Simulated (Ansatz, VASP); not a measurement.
## One calculation of Si, two programs

```
Si
1.0
    -2.38844    2.38844    1.29846
     2.38844   -2.38844    1.29846
     2.38844    2.38844   -1.29846
Si
2
Cartesian
  2.3884 0.0000 0.6492
  0.0000 0.0000 1.2985
```

Alike in both runs: functional LDA; k mesh 12 × 12 × 12; occupations fermi-dirac, width 0.1 eV; no spin polarisation.

Ansatz relaxed the structure, and its values are those at the end. VASP's run is a single point on that final structure, the one shown.

|  | VASP | Ansatz |
| --- | --- | --- |
| version | VASP 6.6.1 | Ansatz 0.2.0 |
| potentials or method | VASP PAW LDA potentials, release 64 (Si) | plane waves, PAW |
| plane-wave cutoff (eV) | 520 | 420 |
| valence electrons in the cell | 8 | 8 |

```tsv
	VASP	Ansatz	Ansatz less VASP
pressure (GPa)	0.1	0.0	-0.09
```
